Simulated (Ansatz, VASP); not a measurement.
## Be: VASP beside Ansatz

```xyz
4
Lattice="2.1064 1.3922 0.0000 2.1064 -1.3922 0.0000 0.0000 0.0000 -5.6791" Properties=species:S:1:pos:R:3 pbc="T T T"
Be    2.1064   -0.9745   -5.0146
Be    2.1064   -0.4177   -2.1751
Be    2.1064    0.9745   -0.6644
Be    2.1064    0.4177   -3.5040
```

Alike in both runs: task single point; functional PBE; k mesh 12 × 12 × 5; no spin polarisation.

```csv
,VASP,Ansatz
version,VASP 6.6.1,Ansatz 0.2.0
potentials or method,"VASP PAW PBE potentials, release 64 (Be)",PAW plane waves
plane-wave cutoff (eV),520,420
occupations,"fermi-dirac, width 0.1 eV",fermi-dirac
valence electrons in the cell,8,8
```

```csv
,VASP,Ansatz,Ansatz less VASP
pressure (GPa),23.4,23.3,-0.18
largest component of the traceless stress (GPa),53.19,53.04,-0.156
rms of the force components (eV/Å),3.929,3.912,-0.0169
```

Atom by atom the forces differ by 0.018 eV/Å (rms over components).

Caveats: so large a pressure means that the cell lies far from this level's equilibrium, or that cutoff or potentials fall short (VASP); forces of over 1 eV/Å show positions far from the minimum, so gaps and moduli don't describe the material at rest.
